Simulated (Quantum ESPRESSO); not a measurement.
Rh:

```xyz
1
Lattice="0.0000 1.8979 1.8979 1.8979 0.0000 1.8979 1.8979 1.8979 0.0000" Properties=species:S:1:pos:R:3 pbc="T T T"
Rh    0.0000    0.0000    0.0000
```

```yaml
Program: Quantum ESPRESSO 7.5
Task: phonon dispersion
Functional: PBE
Potentials_or_basis: GBRV 1.5 PBE
Cutoff: 612 eV
Density_cutoff: 4898 eV
k_mesh: 12 × 12 × 12
Occupations: gaussian, width 0.2 eV
Spin: no spin polarisation
Mixing_beta: 0.5
Most_SCF_iterations: 120
SCF_threshold: 2e-10 Ry
q_mesh: 3 × 3 × 3
```

The cell and the atoms were relaxed first, to 14.07 Å³/atom (a = 2.710 Å, b = 2.710 Å, c = 2.710 Å, α = 60.00°, β = 60.00°, γ = 60.00°), and the response was taken there.

Task: What are the zero-point energy, and the vibrational entropy and heat capacity at 298.15 K?

Result: Zero-point energy 30.4 meV/atom; entropy 3.88 k_B/atom (32.2 J/(K·mol of atoms)); Cv 2.84 k_B/atom, 95 % of the classical limit. These are harmonic values without the electrons' part.

Phonon frequencies at the corners of the path (cm⁻¹, interpolated; i marks imaginary ones):
| point | frequencies |
| --- | --- |
| Γ | 0 0 0 |
| X | 167 167 234 |
| W | 159 185 185 |
| K | 150 180 204 |
| L | 118 118 243 |
| U | 150 180 204 |

Harmonic thermodynamics per atom at this volume (zero-point energy 30.4 meV, Debye temperature from the second moment 312 K):
| T (K) | free energy (meV) | entropy (k_B) | heat capacity Cv (k_B) |
| --- | --- | --- | --- |
| 50 | 30.2 | 0.23 | 0.71 |
| 100 | 27.3 | 1.15 | 1.93 |
| 200 | 10.0 | 2.78 | 2.66 |
| 298.15 | -18.4 | 3.88 | 2.84 |
| 500 | -100.0 | 5.38 | 2.94 |
| 800 | -258.4 | 6.77 | 2.98 |

Phonon states per cell in windows of 20 cm⁻¹ (negative: imaginary):
```csv
from (cm⁻¹),total
0,0.00
20,0.00
40,0.01
60,0.03
80,0.06
100,0.17
120,0.60
140,0.71
160,0.47
180,0.15
200,0.55
220,0.24
240,0.00
```

Caveat: the q mesh is small, so phonon branches between its points and thermal values are rough.
